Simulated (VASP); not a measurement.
A run of VASP 6.6.1:

File INCAR:

```
  PREC = Accurate
  ENCUT = 520
  EDIFF = 1E-7
  ISMEAR = 0
  SIGMA = 0.1
  LREAL = False
  LASPH = True
  NELM = 100
  ALGO = Normal
  ISIF = 2
  LWAVE = False
  LCHARG = False
  GGA = PS
  NBANDS = 15
```

Contents of KPOINTS:

```
regular mesh
0
Gamma
  6 6 6
```

Contents of POSCAR:

```
KF
1.0
    0.0000000000      2.6718500000      2.6718500000
    2.6718500000      0.0000000000      2.6718500000
    2.6718500000      2.6718500000      0.0000000000
K F
1 1
Direct
    0.0000000000      0.0000000000      0.0000000000
    0.5000000000      0.5000000000      0.5000000000
```

Potentials or basis: VASP PAW PBE potentials, release 64 (K_sv, F).

Command:

```sh
$ cat potpaw_PBE.64/K_sv/POTCAR potpaw_PBE.64/F/POTCAR > POTCAR
$ mpirun -np 1 vasp_std > vasp.out
```

Hardware: 1 thread of Intel(R) Xeon(R) Platinum 8559C (Emerald Rapids), on a shared host.

Problem. How long does it take, and how much memory?

Solution. It took 6.8 s on 1 thread of Intel(R) Xeon(R) Platinum 8559C (Emerald Rapids), with other jobs on the host, peak memory 0.15 GiB. Counts: scf iterations 14, k points 16.
